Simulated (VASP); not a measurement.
# ZnCu: electric field gradients with PBE+D2

Crystal: ZnCu.

```
CELL_PARAMETERS angstrom
2.86999 0.05283 0.01601
0.05283 2.94524 -0.01932
0.01601 -0.01932 3.02295
ATOMIC_POSITIONS crystal
Zn 0.50000 0.50000 0.50000
Cu 0.00000 0.00000 0.00000
```

The cell isn't the ideal one: cell strained at random at fixed volume.

| Quantity | Value |
| --- | --- |
| Program | VASP 6.6.1 |
| Task | electric field gradients |
| Functional | PBE |
| Dispersion | D2 |
| Potentials or basis | VASP PAW PBE potentials, release 64 (Zn, Cu) |
| Cutoff | 520 eV |
| k mesh | 7 × 7 × 7 |
| Occupations | methfessel-paxton, width 0.2 eV |
| Spin | non-collinear spin, random start |
| Starting moments | [[0.0, 0.0, -0.0], [-0.573, 0.051, -0.324]] μB |
| Further INCAR settings | ALGO = Normal; EDIFF = 1e-08 |

```yaml
Pressure: 0.7 GPa
Band_gap_on_the_k_mesh: none (metal or under the smearing width)
Net_moment: 0.00 μB per cell
Valence_electrons_inside_the_program's_atomic_spheres: Zn 10.84; Cu 9.99
Dispersion_energy_per_atom: -0.387 eV
```

Stress tensor (GPa, compression positive):
```
 1.13 -2.88 -1.01
-2.88 -0.29  1.25
-1.01  1.25  1.25
```

Levels at points of the mesh, in eV from the Fermi level:
| k point | band 22 | band 23 | band 24 | band 25 | band 26 | band 27 |
| --- | --- | --- | --- | --- | --- | --- |
| (0.00, 0.00, 0.00) | -2.79 | 5.25 | 5.25 | 6.15 | 6.15 | 7.12 |

Moments on the atoms (μB; x, y, z):
```
Zn  0.00 0.00 0.00
Cu  0.00 0.00 0.00
```

Electric field gradients, principal values (V/Å²):
| atom | Vxx | Vyy | Vzz |
| --- | --- | --- | --- |
| 1 Zn | 1.963 | 7.333 | -9.296 |
| 2 Cu | 3.400 | 5.751 | -9.151 |

It took 99 s on 1 thread of Intel(R) Xeon(R) 6975P-C (Granite Rapids), with other jobs on the host, peak memory 0.34 GiB.

Caveat: atom-pairwise D2, TS and ULG terms overbind metals; pairwise dispersion overbinds metals, which lowers pressure and volume.
